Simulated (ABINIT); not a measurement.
# InP (F-43m): G0W0 with ABINIT, start to end

Aim: the G0W0 gap of InP (F-43m) on PBE, step by step.

Calculated with ABINIT 10.8.3; PBE and many-body steps on it, plane waves.

Report form: the programs' logs are mostly left out.

The database entry behind the starting cell differs from later determinations by our own check (0.1 to 0.3 % short, probably kX units), so it need not match the best structure at ambient conditions.

### 1. Set-up

It takes space group F-43m (No. 216, cubic). The conventional cell has a = 5.861 Å, b = 5.861 Å, c = 5.861 Å, α = 90.00°, β = 90.00°, γ = 90.00°. In has 4 P at 2.54 Å nearest. Nearest to P lie 4 In at 2.54 Å. Farther neighbours are not listed.

The cell and positions come from the Crystallography Open Database and are kept as given unless a step says otherwise.

### 2. Ground state

This step: ABINIT 10.8.3; DFT, PBE, plane waves, norm-conserving pseudopotentials.

The ground-state density comes first.

File run.abi:

```
acell 3*1.0 Angstrom
rprim 
  0.000000000000 2.930500000000 2.930500000000
  2.930500000000 -0.000000000000 2.930500000000
  2.930500000000 2.930500000000 0.000000000000
ntypat 2
znucl 49 15
natom 2
typat 1 2
xred 
  0.000000000000 0.000000000000 0.000000000000
  0.250000000000 0.250000000000 0.250000000000
pp_dirpath "pseudos"
pseudos "In.upf, P.upf"
ecut 33
ngkpt 6 6 6
nshiftk 1
shiftk 0 0 0
kptopt 1
chksymbreak 0
nband 18
occopt 1
tolvrs 1e-10
nstep 60
prtwf 0
optforces 0
optstress 0
indata_prefix "in"
outdata_prefix "out"
tmpdata_prefix "tmp"
```

Run with:

```console
$ OMP_NUM_THREADS=1 mpirun -n 8 abinit run.abi > log
```

Run time: 5.6 s. Hardware: 8 MPI ranks of INTEL XEON PLATINUM 8581C at 2.30GHz (Emerald Rapids), shared host; peak memory 0.67 GiB; 43 s of CPU time.

This step gave:

```
total energy               : -5615.9347 eV
gap                        : 0.7089 eV
k of the valence top       : 0, 0, 0
k of the conduction bottom : 0, 0, 0
least direct gap           : 0.7089 eV
```

The gap is direct, at Γ.

### 3. Bands along the symmetry lines

Levels along a band path, at the cheap level, show where the edges lie and whether the meshes to come will hold them.

File run.abi:

```
acell 3*1.0 Angstrom
rprim 
  0.000000000000 2.930500000000 2.930500000000
  2.930500000000 -0.000000000000 2.930500000000
  2.930500000000 2.930500000000 0.000000000000
ntypat 2
znucl 49 15
natom 2
typat 1 2
xred 
  0.000000000000 0.000000000000 0.000000000000
  0.250000000000 0.250000000000 0.250000000000
pp_dirpath "pseudos"
pseudos "In.upf, P.upf"
ecut 33
iscf -2
irdden 1
kptopt 0
nkpt 50
kpt 
  0.00000000 0.00000000 0.00000000
  -0.06250000 -0.06250000 0.00000000
  -0.12500000 -0.12500000 0.00000000
  -0.18750000 -0.18750000 0.00000000
  -0.25000000 -0.25000000 0.00000000
  -0.31250000 -0.31250000 0.00000000
  -0.37500000 -0.37500000 0.00000000
  -0.43750000 -0.43750000 0.00000000
  -0.50000000 -0.50000000 0.00000000
  -0.48437500 -0.48437500 0.03125000
  -0.46875000 -0.46875000 0.06250000
  -0.45312500 -0.45312500 0.09375000
  -0.43750000 -0.43750000 0.12500000
  -0.42187500 -0.42187500 0.15625000
  -0.40625000 -0.40625000 0.18750000
  -0.39062500 -0.39062500 0.21875000
  -0.37500000 -0.37500000 0.25000000
  -0.37500000 0.00000000 0.37500000
  -0.32812500 0.00000000 0.32812500
  -0.28125000 0.00000000 0.28125000
  -0.23437500 0.00000000 0.23437500
  -0.18750000 0.00000000 0.18750000
  -0.14062500 0.00000000 0.14062500
  -0.09375000 0.00000000 0.09375000
  -0.04687500 0.00000000 0.04687500
  0.00000000 0.00000000 0.00000000
  0.00000000 0.00000000 0.06250000
  0.00000000 0.00000000 0.12500000
  0.00000000 0.00000000 0.18750000
  0.00000000 0.00000000 0.25000000
  0.00000000 0.00000000 0.31250000
  0.00000000 0.00000000 0.37500000
  0.00000000 0.00000000 0.43750000
  -0.00000000 -0.00000000 0.50000000
  -0.06250000 -0.03125000 0.46875000
  -0.12500000 -0.06250000 0.43750000
  -0.18750000 -0.09375000 0.40625000
  -0.25000000 -0.12500000 0.37500000
  -0.31250000 -0.15625000 0.34375000
  -0.37500000 -0.18750000 0.31250000
  -0.43750000 -0.21875000 0.28125000
  -0.50000000 -0.25000000 0.25000000
  -0.50000000 -0.28125000 0.21875000
  -0.50000000 -0.31250000 0.18750000
  -0.50000000 -0.34375000 0.15625000
  -0.50000000 -0.37500000 0.12500000
  -0.50000000 -0.40625000 0.09375000
  -0.50000000 -0.43750000 0.06250000
  -0.50000000 -0.46875000 0.03125000
  -0.50000000 -0.50000000 0.00000000
istwfk *1
nband 20
nbdbuf 2
tolwfr 1e-08
nstep 40
prtwf 0
prtvol 0
indata_prefix "in"
outdata_prefix "out"
tmpdata_prefix "tmp"
```

Elapsed: 6.9 s, on 8 MPI ranks; peak memory 0.6 GiB; 53 s of CPU time.

Numbers from this step:

* gap: 0.7089 eV
* k of the valence top: 0, 0, 0
* k of the conduction bottom: 0, 0, 0
* least direct gap: 0.7089 eV

The gap is 0.709 eV, as in the run before at this level.

The electronic bands at the labelled points (eV, zero at the top of the highest filled band):

| point | band 10 | band 11 | band 12 | band 13 | band 14 | band 15 | band 16 | band 17 |
| --- | --- | --- | --- | --- | --- | --- | --- | --- |
| Γ | -11.52 | 0.00 | 0.00 | 0.00 | 0.71 | 4.09 | 4.09 | 4.09 |
| halfway | -10.62 | -3.34 | -1.41 | -1.41 | 2.49 | 3.13 | 6.38 | 6.38 |
| X | -9.14 | -5.75 | -2.32 | -2.32 | 1.76 | 2.27 | 9.23 | 9.58 |
| halfway | -9.13 | -5.71 | -2.75 | -2.22 | 2.04 | 2.88 | 8.40 | 8.71 |
| U | -9.15 | -5.61 | -3.30 | -1.94 | 2.36 | 4.39 | 7.51 | 7.55 |
| jump to K | -9.15 | -5.61 | -3.30 | -1.94 | 2.36 | 4.39 | 7.51 | 7.55 |
| halfway | -10.53 | -3.80 | -2.01 | -0.57 | 2.84 | 4.69 | 4.99 | 5.22 |
| Γ | -11.52 | 0.00 | 0.00 | 0.00 | 0.71 | 4.09 | 4.09 | 4.09 |
| halfway | -10.84 | -3.44 | -0.56 | -0.56 | 1.79 | 4.79 | 4.79 | 5.33 |
| L | -9.80 | -5.73 | -0.97 | -0.97 | 1.50 | 4.80 | 4.80 | 7.12 |
| halfway | -9.48 | -5.54 | -2.69 | -1.63 | 3.17 | 4.18 | 5.88 | 7.23 |
| W | -9.06 | -5.60 | -2.95 | -2.91 | 4.29 | 4.38 | 5.57 | 6.21 |
| halfway | -9.10 | -5.68 | -2.65 | -2.64 | 2.69 | 3.10 | 7.66 | 7.75 |
| X | -9.14 | -5.75 | -2.32 | -2.32 | 1.76 | 2.27 | 9.23 | 9.58 |

### 4. Empty states on the mesh, 4×4×4 mesh, 102 bands

The sums over transitions need many empty states on a uniform mesh; this step solves for them.

File run.abi:

```
acell 3*1.0 Angstrom
rprim 
  0.000000000000 2.930500000000 2.930500000000
  2.930500000000 -0.000000000000 2.930500000000
  2.930500000000 2.930500000000 0.000000000000
ntypat 2
znucl 49 15
natom 2
typat 1 2
xred 
  0.000000000000 0.000000000000 0.000000000000
  0.250000000000 0.250000000000 0.250000000000
pp_dirpath "pseudos"
pseudos "In.upf, P.upf"
ecut 33
ngkpt 4 4 4
nshiftk 1
shiftk 0 0 0
kptopt 1
chksymbreak 0
irdden 1
istwfk *1
nband 102
prtvol 0
optdriver 6
gwr_task "HDIAGO"
paral_kgb 0
occopt 1
indata_prefix "in"
outdata_prefix "out"
tmpdata_prefix "tmp"
```

Elapsed: 15 s, on 8 MPI ranks; peak memory 4.6 GiB.

Numbers from this step:

* gap: 0.7091 eV
* k of the valence top: 0, 0, 0
* k of the conduction bottom: 0, 0, 0
* least direct gap: 0.7091 eV
* k points computed: 8
* lowest point of the top converged band, above the valence top: 69.6771 eV

On this mesh the gap is 0.709 eV.

### 5. Screening, 4×4×4 mesh, 94 bands, screening to 136.1 eV

The RPA dielectric matrix is built and inverted for each q.

This step: RPA screening on PBE, plane waves, norm-conserving pseudopotentials.

Changes to run.abi since step 4:

```diff
@@ -20,10 +20,11 @@
 chksymbreak 0
-irdden 1
 istwfk *1
-nband 102
-prtvol 0
-optdriver 6
-gwr_task "HDIAGO"
-paral_kgb 0
 occopt 1
+irdwfk 1
+optdriver 3
+nband 94
+ecuteps 5
+inclvkb 2
+awtr 1
+symchi 1
 indata_prefix "in"
```

Wall time 8.9 s (8 MPI ranks); peak memory 1.2 GiB.

Numbers from this step:

| Item | Value |
| --- | --- |
| ε∞ with local fields, on this mesh, along the program's q direction | 44.44 |
| the same without local fields | 46.93 |
| plasma frequency | 26.69 eV |
| plane waves in the screening matrix | 169 |

Local fields lower ε∞ by 5 %. On a Γ-centred mesh this coarse the value itself is usually too large, while a short band sum pulls it down.

### 6. Self-energy, 4×4×4 mesh, 94 bands, screening to 136.1 eV

The self-energy is evaluated for the states that the input lists, and the levels follow from it, in one-shot runs by the linearised quasiparticle equation.

This step: G0W0 on PBE, plane waves, norm-conserving pseudopotentials.

Changes to run.abi since step 5:

```diff
@@ -23,8 +23,15 @@
 irdwfk 1
-optdriver 3
+optdriver 4
 nband 94
+gwcalctyp 0
+ecutsigx 33
+symsigma 1
+nkptgw 1
+kptgw 
+  0.0000000000 0.0000000000 0.0000000000
+bdgw 
+  11 17
 ecuteps 5
-inclvkb 2
-awtr 1
-symchi 1
+irdscr 1
+ppmodel 1
 indata_prefix "in"
```

Run time: 2.8 s. Hardware: 8 MPI ranks; peak memory 0.17 GiB; 20 s of CPU time.

Numbers from this step:

| Property | Result |
| --- | --- |
| G0W0 gap on the points computed | 1.368 eV |
| starting gap on the mesh | 0.7091 eV |
| k of the valence top | 0, 0, 0 |
| k of the conduction bottom | 0, 0, 0 |
| Z at the valence top | 0.776 |
| Z at the conduction bottom | 0.791 |
| least direct G0W0 gap on the computed points | 1.368 eV |

The gap on the mesh goes from 0.71 eV to 1.37 eV, a correction of +0.66 eV.

Limits: finite bands, cutoff and mesh; no spin-orbit coupling; coarse k mesh. v1 is the top filled band, c1 the lowest empty one. Levels before and after the correction, in eV, zero at the valence-band top of each column:

|  | conduction bottom | valence top |
| --- | --- | --- |
| Kohn-Sham | 0.71 | 0.00 |
| G0W0 | 1.37 | 0.00 |

|  | level | energy (eV) |
| --- | --- | --- |
| Kohn-Sham | Γ v3-v1 | 0.000 |
| Kohn-Sham | Γ c1 | 0.709 |
| Kohn-Sham | Γ c2-c4 | 4.087 |
| G0W0 | Γ v3-v1 | 0.000 |
| G0W0 | Γ c1 | 1.368 |
| G0W0 | Γ c2-c4 | 4.803 |

### 7. Where the time went

Times are wall times on 8 MPI ranks of INTEL XEON PLATINUM 8581C at 2.30GHz (Emerald Rapids), shared host, good to a factor of about two.

| step | time | share | memory (GiB) |
| --- | --- | --- | --- |
| ground state | 5.6 s | 14 % | 0.67 |
| bands along the symmetry lines | 6.9 s | 17 % | 0.6 |
| empty states on the mesh | 15 s | 39 % | 4.6 |
| screening | 8.9 s | 22 % | 1.2 |
| self-energy | 2.8 s | 7 % | 0.17 |

### 8. What came out

- PBE gap: 0.71 eV, direct
- G0W0 gap on the mesh: 1.37 eV
- GW settings: 4×4×4 mesh, 94 bands, screening to 136.1 eV, Godby-Needs plasmon pole
- known limits: not at the basis limit; mesh may overstate the screening; no spin-orbit coupling; coarse k mesh

**Reading.** G0W0 moves the gap on the mesh from 0.71 eV to 1.37 eV (+0.66 eV), with Z of 0.78 and 0.79 at the edges. Local fields lower the RPA ε∞ on this mesh from 46.93 to 44.44; a Γ-centred mesh this coarse tends to raise both, most where the direct gap is narrow, while a short band sum lowers them. Only 1 of the mesh's irreducible points was corrected, so a valley elsewhere could overtake. The dearest step here is «empty states on the mesh». Bands and cutoff are finite, so the gap is not at the basis limit. The miss can reach some tenths of an eV and take either sign; the mesh is an error of its own. In the G0W0 run levels were corrected at 1 k point alone, so a gap called «on the mesh» is the least over those, and an edge elsewhere would be missed. The 4×4×4 mesh is coarse for this cell, which bears on the long-range parts of exchange and screening. The RPA ε∞ on this mesh reaches over 25; with a narrow direct gap a coarse mesh can overstate it, and the correction is then too small. The many-body steps are scalar-relativistic: spin-orbit coupling is not in them.

[Paths, hosts, dates, memory and timing lines, banners, echoed tables and standing remarks are left out of the program output.]

[Logs are printed without paths, hosts, clocks, repeated set-up lines and the standing remarks that a program may print on its own settings, such as how far it seeks lower states.]

[Runs of the session that timed out or met a known fault of the program may be left out.]

[Hosts, paths, dates, database ids (printed as entryN), source tags and the programs' standing remarks are cut or masked in the printed files.]

[G0W0 gaps are taken among the corrected bands and points alone; a level outside them can change the order at an edge.]

[Where Ansatz stands beside ABINIT at settings called matched, ABINIT's density can come from a denser mesh and the files from another edition; pairs whose starting gaps differed by over 0.03 eV were left out, so agreement reads better than it is.]
